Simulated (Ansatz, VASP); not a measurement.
**MnGa4 in two plane-wave programs**

Wanted: the spread between two codes on one cell, functional and k mesh.

Method: plane waves, with VASP 6.6.1 beside it; relaxation of cell and atoms at r2SCAN and relaxation of cell and atoms at r2SCAN with rVV10, in Ansatz 0.2.0.

## Step 1: The starting structure

It takes space group Im-3m (No. 229, cubic). Conventional cell: a = 5.544 Å, b = 5.544 Å, c = 5.544 Å, α = 90.00°, β = 90.00°, γ = 90.00°. Nearest to Mn lie 8 Ga at 2.40 Å. Nearest to Ga lie 2 Mn at 2.40 Å. Farther neighbours are not listed.

Structure file:

```
Mn Ga
1.0
    -2.77186    2.77186    2.77186
     2.77186   -2.77186    2.77186
     2.77186    2.77186   -2.77186
Mn Ga
1 4
Cartesian
  0.0000 0.0000 0.0000
  1.3859 1.3859 -1.3859
  1.3859 -1.3859 1.3859
  -1.3859 1.3859 1.3859
  1.3859 1.3859 1.3859
```

## Step 2: VASP: relaxation of cell and atoms, r2SCAN

The relaxed volume is the usual yardstick between codes: its relative difference is about their pressure difference at one cell divided by the bulk modulus.

Lines of VASP's logs that name or quote its potential files are left out, and so is its time.

INCAR

```
SYSTEM = MnGa4
PREC = Accurate
ENCUT = 520
EDIFF = 1E-06
NELM = 100
ISMEAR = -1
SIGMA = 0.05
LREAL = .FALSE.
ALGO = Normal
METAGGA = R2SCAN
LASPH = .TRUE.
NBANDS = 43
ISPIN = 2
MAGMOM = 0.37 -0.01 -0.01 -0.01 -0.01
LMAXMIX = 4
LORBIT = 11
LWAVE = .FALSE.
LCHARG = .FALSE.
KPAR = 8
IBRION = 2
NSW = 60
ISIF = 3
EDIFFG = -0.01
```

POSCAR

```
MnGa4
1.0
   -2.7718643900      2.7718643900      2.7718643900
    2.7718643900     -2.7718643900      2.7718643900
    2.7718643900      2.7718643900     -2.7718643900
Mn Ga
1 4
Direct
    0.0000000000      0.0000000000      0.0000000000
    0.0000000000      0.0000000000      0.5000000000
    0.0000000000      0.5000000000      0.0000000000
    0.5000000000      0.0000000000      0.0000000000
    0.5000000000      0.5000000000      0.5000000000
```

KPOINTS

```
Automatic mesh
0
Gamma
6 6 6
0 0 0
```

The projector-augmented-wave data sets are Mn_pv and Ga_d (PBE family, release 64).

On the command line:

```sh
$ mpirun -np 8 vasp_std
```

Numbers of over 12 decimals in the logs are rounded to 6 here.

The log of the run:

```text
[banner, memory and clock lines left out]
running    8 mpi-ranks, on    1 nodes
 distrk:  each k-point on    1 cores,    8 groups
 distr:  one band on    1 cores,    1 groups

 POSCAR found type information on POSCAR MnGa
 POSCAR found :  2 types and       5 ions
|                                                                             |
|           W    W    AA    RRRRR   N    N  II  N    N   GGGG   !!!           |
|           W    W   A  A   R    R  NN   N  II  NN   N  G    G  !!!           |
|           W    W  A    A  R    R  N N  N  II  N N  N  G       !!!           |
|           W WW W  AAAAAA  RRRRR   N  N N  II  N  N N  G  GGG   !            |
|           WW  WW  A    A  R   R   N   NN  II  N   NN  G    G                |
|           W    W  A    A  R    R  N    N  II  N    N   GGGG   !!!           |
|                                                                             |
|     For optimal performance we recommend to set                             |
|       NCORE = 2 up to number-of-cores-per-socket                            |
|     NCORE specifies how many cores store one orbital (NPAR=cpu/NCORE).      |
|     This setting can greatly improve the performance of VASP for DFT.       |
|     The default, NCORE=1 might be grossly inefficient on modern             |
|     multi-core architectures or massively parallel machines. Do your        |
|     Unfortunately you need to use the default for GW and RPA                |
|     calculations (for HF NCORE is supported but not extensively tested      |
|     yet).                                                                   |
|                                                                             |

|                                                                             |
|               ----> ADVICE to this user running VASP <----                  |
|                                                                             |
|     You enforced a specific xc type in the INCAR file but a different       |
|     [... a line on the potential file left out ...]
|     I HOPE YOU KNOW WHAT YOU ARE DOING!                                     |
|                                                                             |

 LDA part: xc-table for (None), standard interpolation
 POSCAR, INCAR and KPOINTS ok, starting setup
 FFT: planning ... GRIDC
 FFT: planning ... GRID_SOFT
 FFT: planning ... GRID
 WAVECAR not read
 entering main loop
       N       E                     dE             d eps       ncg     rms          rms(c)
DAV:   1     0.553352669416E+03    0.55335E+03   -0.32011E+04  2969   0.289E+03
DAV:   2     0.172582830159E+02   -0.53609E+03   -0.51221E+03  2768   0.642E+02
DAV:   3    -0.661280016505E+02   -0.83386E+02   -0.80582E+02  3055   0.195E+02
DAV:   4    -0.697258733194E+02   -0.35979E+01   -0.35662E+01  3329   0.445E+01
DAV:   5    -0.698204441445E+02   -0.94571E-01   -0.94521E-01  3745   0.670E+00    0.150E+01
DAV:   6    -0.678422338122E+02    0.19782E+01   -0.25295E+01  2873   0.401E+01    0.262E+01
DAV:   7    -0.608550695831E+02    0.69872E+01   -0.99417E+00  2854   0.295E+01    0.308E+00
DAV:   8    -0.610896742066E+02   -0.23460E+00   -0.88373E-01  3031   0.546E+00    0.210E+00
DAV:   9    -0.611090661085E+02   -0.19392E-01   -0.22767E-01  3279   0.332E+00    0.115E+00
DAV:  10    -0.611231675644E+02   -0.14101E-01   -0.34762E-02  3076   0.141E+00    0.631E-01
DAV:  11    -0.611306223720E+02   -0.74548E-02   -0.14133E-02  3073   0.843E-01    0.356E-01
DAV:  12    -0.611331348263E+02   -0.25125E-02   -0.78007E-03  3177   0.567E-01    0.228E-01
DAV:  13    -0.611336902037E+02   -0.55538E-03   -0.22678E-03  3254   0.244E-01    0.104E-01
DAV:  14    -0.611337873594E+02   -0.97156E-04   -0.22708E-04  3280   0.862E-02    0.371E-02
DAV:  15    -0.611337925425E+02   -0.51831E-05   -0.61011E-05  3098   0.637E-02    0.270E-02
DAV:  16    -0.611337982760E+02   -0.57335E-05   -0.22222E-05  2585   0.364E-02    0.813E-03
DAV:  17    -0.611337958758E+02    0.24002E-05   -0.73590E-06  2635   0.169E-02    0.553E-03
DAV:  18    -0.611337977453E+02   -0.18695E-05   -0.10639E-06  1979   0.700E-03    0.255E-03
DAV:  19    -0.611337985124E+02   -0.76706E-06   -0.72868E-08  1565   0.255E-03
   1 F= -.61133799E+02 E0= -.61124971E+02  d E =-.611338E+02  mag=     0.8290
 curvature:   0.00 expect dE= 0.000E+00 dE for cont linesearch  0.000E+00
 trial: gam= 0.00000 g(F)=  0.177E-57 g(S)=  0.525E-03 ort = 0.000E+00 (trialstep = 0.100E+01)
 search vector abs. value=  0.525E-03
 bond charge predicted
       N       E                     dE             d eps       ncg     rms          rms(c)
DAV:   1    -0.611519698241E+02   -0.18172E-01   -0.16684E-01  2899   0.471E+00    0.124E+00
DAV:   2    -0.612104555367E+02   -0.58486E-01   -0.18261E-01  2914   0.370E+00    0.289E+00
DAV:   3    -0.611329798750E+02    0.77476E-01   -0.10036E-01  2894   0.281E+00    0.265E-01
DAV:   4    -0.611339391723E+02   -0.95930E-03   -0.58367E-03  3082   0.541E-01    0.784E-02
DAV:   5    -0.611338345287E+02    0.10464E-03   -0.39510E-04  2852   0.155E-01    0.345E-02
DAV:   6    -0.611337911881E+02    0.43341E-04   -0.54079E-05  3624   0.643E-02    0.166E-02
DAV:   7    -0.611338088567E+02   -0.17669E-04   -0.81655E-06  3152   0.224E-02    0.741E-03
DAV:   8    -0.611338129557E+02   -0.40989E-05   -0.95491E-07  1862   0.754E-03    0.364E-03
DAV:   9    -0.611338174720E+02   -0.45163E-05   -0.59236E-07  1535   0.515E-03    0.132E-03
DAV:  10    -0.611338180673E+02   -0.59537E-06   -0.16843E-07  1463   0.318E-03
   2 F= -.61133818E+02 E0= -.61125046E+02  d E =-.195550E-04  mag=     0.8344
 trial-energy change:   -0.000020  1 .order   -0.000107   -0.000525    0.000311
 step:   0.4717(harm=  0.6277)  dis= 0.00000  next Energy=   -61.133913 (dE=-0.115E-03)
 bond charge predicted
       N       E                     dE             d eps       ncg     rms          rms(c)
DAV:   1    -0.611388848341E+02   -0.50674E-02   -0.46355E-02  2902   0.247E+00    0.651E-01
DAV:   2    -0.611549035413E+02   -0.16019E-01   -0.47939E-02  2901   0.194E+00    0.151E+00
DAV:   3    -0.611336552018E+02    0.21248E-01   -0.26529E-02  2888   0.152E+00    0.139E-01
DAV:   4    -0.611339813585E+02   -0.32616E-03   -0.17275E-03  3088   0.285E-01    0.415E-02
DAV:   5    -0.611339416081E+02    0.39750E-04   -0.12175E-04  2858   0.862E-02    0.172E-02
DAV:   6    -0.611339216868E+02    0.19921E-04   -0.18090E-05  3618   0.383E-02    0.106E-02
DAV:   7    -0.611339128758E+02    0.88110E-05   -0.14196E-06  2058   0.944E-03    0.239E-03
DAV:   8    -0.611339091244E+02    0.37513E-05   -0.20865E-07  1492   0.442E-03    0.113E-03
DAV:   9    -0.611339067715E+02    0.23530E-05   -0.15136E-07  1439   0.296E-03    0.686E-04
DAV:  10    -0.611339059609E+02    0.81052E-06   -0.50218E-08  1424   0.182E-03
   3 F= -.61133906E+02 E0= -.61125105E+02  d E =-.107449E-03  mag=     0.8316
 curvature:  -0.26 expect dE=-0.686E-05 dE for cont linesearch -0.686E-05
 trial: gam=-0.17428 g(F)=  0.197E-57 g(S)=  0.265E-04 ort = 0.118E-03 (trialstep = 0.894E+00)
 search vector abs. value=  0.134E-05
 reached required accuracy - stopping structural energy minimisation
```

OUTCAR, selected parts (step 2):

```text
ion  position               nearest neighbor table
   1  0.000  0.000  0.000-   2 2.40   3 2.40   4 2.40   5 2.40   2 2.40   3 2.40   4 2.40   5 2.40

  LATTYP: Found a body centered cubic cell.
 ALAT       =     5.5437287800

 Subroutine GETGRP returns: Found 48 space group operations
 (whereof 48 operations were pure point group operations)

The static configuration has the point symmetry O_h .

 Found     16 irreducible k-points:

   k-points           NKPTS =     16   k-points in BZ     NKDIM =     16   number of bands    NBANDS=     43

   dimension x,y,z NGX =    36 NGY =   36 NGZ =   36
   dimension x,y,z NGXF=    72 NGYF=   72 NGZF=   72

   ENCUT  =  520.0 eV  38.22 Ry    6.18 a.u.   8.93  8.93  8.93*2*pi/ulx,y,z

   NELECT =      65.0000    total number of electrons

 k-points in reciprocal lattice and weights: Automatic mesh
   0.00000000  0.00000000  0.00000000       0.005
   0.16666667  0.00000000  0.00000000       0.056
   0.33333333  0.00000000  0.00000000       0.056
   0.50000000  0.00000000  0.00000000       0.028
   0.16666667  0.16666667  0.00000000       0.111
   0.33333333  0.16666667  0.00000000       0.222
   0.33333333  0.33333333  0.00000000       0.037
   0.16666667  0.16666667  0.16666667       0.037
   0.33333333  0.16666667  0.16666667       0.056
[...]
0.50000000  0.50000000  0.33333333       0.056
   0.50000000  0.50000000  0.50000000       0.005

 average (electrostatic) potential at core
       1 -73.8262       2 -69.1122       3 -69.1122       4 -69.1122       5 -69.1122

 E-fermi :   6.1462

 spin component 1
 k-point     1 :       0.0000    0.0000    0.0000
  band No.  band energies     occupation
    ...
     31       4.1339      1.00000
     32       4.1339      1.00000
     33       5.0308      1.00000
     34       5.0309      1.00000
     35       5.0309      1.00000
     36       7.4846      0.00000
     37       7.4847      0.00000
     38       7.4847      0.00000
     39      10.0073      0.00000
     40      10.8128      0.00000
    ...

 k-point     2 :       0.1667    0.0000    0.0000
  band No.  band energies     occupation
    ...
     31       4.0374      1.00000
     32       4.1120      1.00000
     33       5.3760      1.00000
     34       5.5307      1.00000
     35       5.6653      0.99993
     36       7.8346      0.00000
     37       8.0744      0.00000
     38       8.2243      0.00000
     39      10.9299      0.00000
     40      11.3980      0.00000
    ...

 k-point     3 :       0.3333    0.0000    0.0000
  band No.  band energies     occupation
    ...
     29       3.7577      1.00000
     30       3.7870      1.00000
     31       3.8597      1.00000
     32       3.8732      1.00000
     33       6.0369      0.89900
     34       6.2950      0.04853
     35       6.3425      0.01935
     36       8.6075      0.00000
     37       9.3587      0.00000
     38      10.1237      0.00000
    ...

 k-point     4 :       0.5000    0.0000    0.0000
  band No.  band energies     occupation
    ...
     28       2.4259      1.00000
     29       3.7008      1.00000
     30       3.7475      1.00000
     31       3.7988      1.00000
     32       3.8190      1.00000
     33       6.2175      0.19374
     34       6.4272      0.00361
     35       7.3016      0.00000
     36       8.8413      0.00000
     37       8.9900      0.00000
    ...

 k-point     5 :       0.1667    0.1667    0.0000
  band No.  band energies     occupation
    ...
     29       3.4679      1.00000
     30       3.8512      1.00000
     31       3.9690      1.00000
     32       4.1445      1.00000
     33       5.6755      0.99992
     34       6.2720      0.07482
     35       6.4430      0.00264
     36       8.1903      0.00000
     37       8.9146      0.00000
     38       9.1823      0.00000
    ...

 k-point     6 :       0.3333    0.1667    0.0000
  band No.  band energies     occupation
    ...
     28       3.0915      1.00000
     29       3.5919      1.00000
     30       3.7477      1.00000
     31       3.8472      1.00000
     32       4.1036      1.00000
     33       6.2195      0.18772
     34       6.7786      0.00000
     35       7.1041      0.00000
     36       8.1562      0.00000
     37       9.6849      0.00000
    ...

  Total        0.0302716      0.0302716      0.0302716      0.0000000      0.0000000     -0.0000000
  in kB        0.5682928      0.5682928      0.5682928      0.0000000      0.0000000     -0.0000000
  external PRESSURE =       0.5682928 kB  Pullay stress =       0.0000000 kB

  energy-cutoff  :      520.00
  volume of cell :       85.34
      direct lattice vectors                 reciprocal lattice vectors
    -2.773563084  2.773563084  2.773563084     0.000000000  0.180273527  0.180273527
     2.773563084 -2.773563084  2.773563084     0.180273527  0.000000000  0.180273527
     2.773563084  2.773563084 -2.773563084     0.180273527  0.180273527  0.000000000

 POSITION                                       TOTAL-FORCE (eV/Angst)
 -----------------------------------------------------------------------------------
      0.00000      0.00000      0.00000         0.000000      0.000000     -0.000000
      1.38678      1.38678     -1.38678        -0.000000      0.000000      0.000000
      1.38678     -1.38678      1.38678        -0.000000     -0.000000     -0.000000
     -1.38678      1.38678      1.38678         0.000000      0.000000      0.000000
      1.38678      1.38678      1.38678         0.000000     -0.000000      0.000000
 -----------------------------------------------------------------------------------
    total drift:                               -0.000000     -0.000000      0.000000

  FREE ENERGIE OF THE ION-ELECTRON SYSTEM (eV)
  ---------------------------------------------------
  free  energy   TOTEN  =       -61.1339059609 eV

  energy  without entropy=      -61.1163040598  energy(sigma->0) =      -61.12510501

 reached required accuracy - stopping structural energy minimisation

 total charge
# of ion       s       p       d       tot
------------------------------------------
    1        0.359   6.373   5.290  12.021
    2        0.927   0.769   9.973  11.668
    3        0.927   0.769   9.973  11.668
    4        0.927   0.769   9.973  11.668
    5        0.927   0.769   9.973  11.668
--------------------------------------------------
tot          4.066   9.447  45.182  58.695

 magnetization (x)
# of ion       s       p       d       tot
------------------------------------------
    1        0.004  -0.001   1.153   1.156
    2       -0.014  -0.037  -0.004  -0.055
    3       -0.014  -0.037  -0.004  -0.055
    4       -0.014  -0.037  -0.004  -0.055
    5       -0.014  -0.037  -0.004  -0.055
--------------------------------------------------
tot         -0.053  -0.150   1.137   0.934

[... 6 further parts left out ...]
```

Experiment finds antiferromagnetic order in this phase (below 393 K, arxiv:1802.03256), so this ferromagnetic run describes another state. SCAN-type functionals tend to overstate the moments of itinerant magnets.

(Part 1 of 3 ends here.)

[Lines on the potential files, build, host, timing and source positions are cut from VASP's logs without a mark.]

[Logs are printed without paths, hosts, clocks, repeated set-up lines and the standing remarks that a program may print on its own settings, such as how far it seeks lower states.]

[Hosts, paths, dates, database ids (printed as entryN), source tags and the programs' standing remarks are cut or masked in the printed files.]
